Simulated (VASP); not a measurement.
Ta: relaxation of cell and atoms with PBE

The system is Ta.

```
Ta
1.0
    -1.65128    1.65128    1.65128
     1.65128   -1.65128    1.65128
     1.65128    1.65128   -1.65128
Ta
1
Cartesian
  0.0000 0.0000 0.0000
```

```
Program                : VASP 6.6.1
Task                   : relaxation of cell and atoms
Functional             : PBE
Potentials or basis    : VASP PAW PBE potentials, release 64 (Ta_pv)
Cutoff                 : 600 eV
k mesh                 : 16 × 16 × 16
Occupations            : methfessel-paxton, width 0.1 eV
Spin                   : no spin polarisation
Further INCAR settings : ALGO = Normal; EDIFF = 1e-06; IBRION = 2; EDIFFG = -0.01; NSW = 90; ISIF = 3
```

```
Relaxed volume                         : 18.32 Å³/atom
Relaxed cell                           : a = 2.876 Å, b = 2.876 Å, c = 2.876 Å, α = 109.47°, β = 109.47°, γ = 109.47°
Space group after relaxing (to 0.05 Å) : Im-3m (No. 229)
Energy gained by relaxing              : 3.2 meV/atom
Ionic steps                            : 3
Pressure after relaxing                : 0.0 GPa
Band gap on the k mesh                 : none (metal or under the smearing width)
```

Step by step:
```tsv
step	energy change (eV)	largest force (eV/Å)	pressure (GPa)	volume (Å³)
1	0.0000	0.0000	3.41	18.01
2	0.0125	0.0000	-6.87	19.03
3	-0.0032	0.0000	-0.02	18.32
```

Final structure:
```cif
data_structure
_symmetry_space_group_name_H-M 'P 1'
_symmetry_Int_Tables_number 1
_cell_length_a 2.8765
_cell_length_b 2.8765
_cell_length_c 2.8765
_cell_angle_alpha 109.471
_cell_angle_beta 109.471
_cell_angle_gamma 109.471
_cell_volume 18.32
loop_
_atom_site_label
_atom_site_type_symbol
_atom_site_fract_x
_atom_site_fract_y
_atom_site_fract_z
_atom_site_occupancy
Ta1 Ta 0.00000 0.00000 0.00000 1
```

Levels at points of the mesh, in eV from the Fermi level:
```tsv
k point	band 2	band 3	band 4	band 5	band 6	band 7	band 8	band 9
(0.00, 0.00, 0.00)	-33.13	-33.13	-7.83	0.75	0.75	0.75	3.97	3.97
(0.50, 0.00, 0.00)	-33.49	-33.13	-4.28	-1.47	1.53	3.84	4.84	7.65
(0.50, 0.50, 0.50)	-33.90	-33.90	-3.68	-3.68	6.71	6.71	6.71	8.52
```

Run time: 8.8 s on 2 MPI ranks on Intel(R) Xeon(R) 6975P-C (Granite Rapids) (shared host), peak memory 0.16 GiB a rank.

The run has no spin-orbit coupling, so splittings on Ta are missing. PBE usually gives volumes a little too large and moduli too small.
